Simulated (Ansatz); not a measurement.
Runs of Ansatz 0.2.0 on Nb. It takes space group Im-3m (No. 229, cubic). The conventional cell has a = 3.328 Å, b = 3.328 Å, c = 3.328 Å, α = 90.00°, β = 90.00°, γ = 90.00°. Nb (site symmetry m-3m) is surrounded by 8 Nb at 2.88 Å. 

| level | cutoff (eV) | gap on the mesh (eV) | pressure (GPa) |
| --- | --- | --- | --- |
| PBEsol | 420 | none | (b) |
| r2SCAN | 500 | none | -3.2 |
| LDA | 420 | none | -11.6 |
| revPBE | 420 | none | 0.0 |
| BLYP | 420 | none | (a) |
| RPBE | 420 | none | 0.8 |

Alike in all rows: task band structure; potentials or basis Ansatz PAW; no spin polarisation; cell as given; k mesh 11 × 11 × 11; smearing fermi-dirac 0.05 eV.

Q: Estimate the missing entries.

A: (a) 4.1; (b) -7.8.

Caveats: the PAW data sets come from PBE, with cores solved anew for the run's functional, which leaves a small shift of forces and pressure.

A k mesh can miss the band edges, and the runs leave out spin-orbit coupling on Nb.

A gap of «none» marks a metal or a gap under the smearing width.

Runs at the PBE level aren't shown here.
